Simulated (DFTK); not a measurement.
Crystal: V.

```
V
1.0
    -1.51435    1.51435    1.51435
     1.51435   -1.51435    1.51435
     1.51435    1.51435   -1.51435
V
1
Direct
  0.00000 0.00000 0.00000
```

Base run:

* Program: DFTK 0.8.2
* Functional: PBE
* Potentials or basis: in-house norm-conserving set (PBE, scalar relativistic)
* Cutoff: 1143 eV
* k mesh: 12 × 12 × 12
* Occupations: fermi-dirac, width 0.05 eV
* Spin: collinear spin, ferromagnetic start
* Starting moments: [2.0] μB

Its results: band gap on the k mesh none (metal or under the smearing width); pressure -5.3 GPa; net moment 0.00 μB per cell.

Question: The run is repeated on the same cell with these changes: functional from PBE to LDA; potentials or basis from in-house norm-conserving set (PBE, scalar relativistic) to cp2k.nc.sr.lda.v0_1.largecore.gth (LDA, GTH, large core); cutoff from 1143 eV to 1633 eV; valence electrons from 13 to 5. What comes out?

Answer: Band gap on the k mesh none (metal or under the smearing width); pressure 23.6 GPa; net moment 2.75 μB per cell; site moments V +2.75 μB.

Caveats: GTH potentials come without recommended cutoffs, and this one wasn't checked for convergence (some runs); so large a pressure means that the cell lies far from this level's equilibrium, or that cutoff or potentials fall short (some runs); this set keeps more shells in the core, which shifts pressures and gaps (some runs).
